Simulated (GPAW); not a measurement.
TePb:

```
Pb Te
1.0
     4.00229    0.00000    0.00000
     0.00000    4.00229    0.00000
     0.00000    0.00000    4.00229
Pb Te
1 1
Direct
  0.00000 0.00000 0.00000
  0.50000 0.50000 0.50000
```

Measurements of this composition are mostly on another form, of space group No. 225.

| Item | Value |
| --- | --- |
| Program | GPAW 26.7.0 |
| Task | relaxation of cell and atoms |
| Functional | BLYP |
| Dispersion | D4 |
| Potentials or basis | PAW data sets generated in the run's folder for this functional |
| Cutoff | 600 eV |
| Basis | pw |
| k mesh | 7 × 7 × 7 |
| Occupations | fermi-dirac, width 0.05 eV |
| Spin | no spin polarisation |

At the start: pressure 9.8 GPa; volume 32.05 Å³/atom.

Question: How do energy, volume and symmetry change on relaxing?

Answer: Over 7 steps the energy falls by 15.4 meV/atom and the volume is 32.67 Å³/atom (+1.9 %); space group Pm-3m (No. 221, to 0.05 Å).

The path:
```csv
step,energy change (eV),largest force (eV/Å),pressure (GPa),volume (Å³)
1,0.0000,0.0000,9.79,64.11
2,-0.0202,0.0000,-1.76,66.86
3,-0.0247,0.0000,-1.57,66.42
4,0.0656,0.0000,6.53,63.07
5,-0.0299,0.0000,-0.86,65.73
6,-0.0309,0.0000,-0.16,65.40
7,-0.0309,0.0000,0.06,65.33
```

Final structure:
```yaml
crystal:
  lattice:
    - [4.02753, 0.00000, 0.00000]
    - [0.00000, 4.02753, 0.00000]
    - [0.00000, 0.00000, 4.02753]
  atoms:
    - { symbol: Pb, position: [0.00000, 0.00000, 0.00000] }
    - { symbol: Te, position: [0.50000, 0.50000, 0.50000] }
```

Caveat: later steps reuse the first step's grids; pairwise dispersion overbinds metals, which lowers pressure and volume.
